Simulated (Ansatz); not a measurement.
A 2-atom cell of KCl started from a crystallographic database (r2SCAN geometry), in Ansatz:

Space group Fm-3m (No. 225). a = 6.290 Å, b = 6.290 Å, c = 6.290 Å, α = 90.00°, β = 90.00°, γ = 90.00°

| atom | site | symmetry | x | y | z |
| --- | --- | --- | --- | --- | --- |
| K | 4a | m-3m | 0.0000 | 0.0000 | 0.0000 |
| Cl | 4b | m-3m | 0.5000 | 0.0000 | 0.0000 |

G0W0@PBE with 341 empty bands, a screening cutoff of 180 eV and a 4×4×4 mesh (PAW, contour deformation) gives 7.995 eV over the mesh points, from a PBE gap of 5.194 eV; it sums over 349 bands with 331 plane waves in the screening and a wave cutoff of 420 eV. No extrapolation in bands, cutoff or mesh was made for G0W0. Spin-unpolarised throughout; all numbers are computed.

(1) Estimate the gap with empty bands 661, screening cutoff 260 eV.

(2) Estimate the gap with starting point PBE0.

(3) Estimate the gap with empty bands 141, screening cutoff 100 eV.

(4) Estimate the gap with starting point r2SCAN, with them a wave cutoff of 500 eV.

Results:

(1) 8.064 eV (+0.069 eV), from a Kohn-Sham gap of 5.194 eV.

(2) 8.834 eV (+0.839 eV), from a Kohn-Sham gap of 7.245 eV.

(3) 7.825 eV (-0.170 eV), from a Kohn-Sham gap of 5.194 eV.

(4) 8.351 eV (+0.356 eV), from a Kohn-Sham gap of 5.831 eV.
